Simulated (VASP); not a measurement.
Runs of VASP 6.6.1 on KI. Symmetry: Pm-3m, No. 221, cubic system. Conventional cell: a = 4.291 Å, b = 4.291 Å, c = 4.291 Å, α = 90.00°, β = 90.00°, γ = 90.00°. I (site symmetry m-3m) is surrounded by 8 K at 3.72 Å. K (site symmetry m-3m) is surrounded by 8 I at 3.72 Å. Measurements of this composition are mostly on another form, of space group No. 225.

```csv
task,level,potentials or basis,cell,k mesh,cutoff (eV),smearing,cutoff of the response function,frequency points,grid for exact exchange (PRECFOCK),exchange at q = 0,empty bands,mesh quality,gap on the mesh (eV),pressure (GPa)
single point,PBE,"VASP PAW PBE potentials, release 64 (I, K_sv)",as given,6 × 6 × 6,520,fermi-dirac 0.05 eV,-,-,-,-,-,not flagged,3.33,0.5
single point,PBE,"VASP PAW PBE potentials, release 64 (I, K_sv)","atoms moved at random, drawn with an rms of 0.05 Å",6 × 6 × 6,520,fermi-dirac 0.05 eV,-,-,-,-,-,not flagged,3.34,0.6
optical spectrum,TPSSh+D3,"VASP PAW PBE potentials, release 64 (I, K_sv)",as given,4 × 4 × 4,520,fermi-dirac 0.05 eV,-,-,Fast,truncated,-,not flagged,(a),0.6
single point,PBE,"VASP PAW PBE potentials, release 64 (I, K_sv)",as given,6 × 6 × 6,520,gaussian 0.05 eV,-,-,-,-,-,not flagged,3.33,0.5
single point,PBE,"VASP PAW PBE potentials, release 64 (I_GW, K_sv_GW)",as given,4 × 4 × 4,450,gaussian 0.02 eV,-,-,-,-,-,not flagged,3.32,0.4
single point,PBE,"VASP PAW PBE potentials, release 64 (I_GW, K_sv_GW)",as given,3 × 3 × 3,500,gaussian 0.02 eV,-,-,-,-,-,coarse,3.44,0.7
single point,PBE,"VASP PAW PBE potentials, release 64 (I_GW, K_sv_GW)",as given,3 × 3 × 3,350,gaussian 0.02 eV,-,-,-,-,-,coarse,3.44,0.7
```

Alike in all rows: no spin polarisation.

**Question.** Estimate the missing entries.

**Answer.** (a) 4.29.

Caveats: some runs use coarse meshes; spin-orbit coupling is left out, which moves the levels of the heavy elements; an odd mesh through Γ misses points on the zone boundary, where band edges often lie (some runs); spectra need much finer meshes, so this one isn't converged (some runs); independent-particle spectra lack excitons (some runs); the PAW data sets were made with another functional, which shifts forces and pressure a little (some runs).

A k mesh can miss the band edges, and the runs leave out spin-orbit coupling on I.
